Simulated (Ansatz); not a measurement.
**C: zone-centre modes under pressure**

C, R-3m, a = 2.459 Å, c = 10.842 Å. Ansatz: PBEsol, PAW, 420 eV, Γ-centred 18×18×18 mesh on 2 atoms, fixed occupations; no spin polarisation. Cell and atoms are relaxed at each pressure with the symmetry kept; optical modes at Γ by linear response, in cm⁻¹, matched by rank (the highest 2 distinct ones).

```tsv
P (GPa)	V (Å³/atom)	ω1	ω2
0	9.462	872.1	1577.5
3	8.380	864.0	1599.1
8	7.780	853.9	1617.7
15	7.306	?	?
```

Task: Get each mode's Grüneisen parameter γ = −d ln ω/d ln V from the other rows and predict the missing frequencies.

Result: ln(V/V0) = 0.0000, -0.1214, -0.1957, -0.2586; a line through ln(ω/ω0) of the 3 known rows gives ω1: γ = -0.105 (intercept 0.0009), predicted 849.6, computed 837.3; ω2: γ = 0.127 (intercept -0.0005), predicted 1629.4, computed 1635.7. The worst miss is 1.5 %: γ isn't constant over this range.

Each cell of C holds layers, and where no dispersion correction was added their binding is poorly described.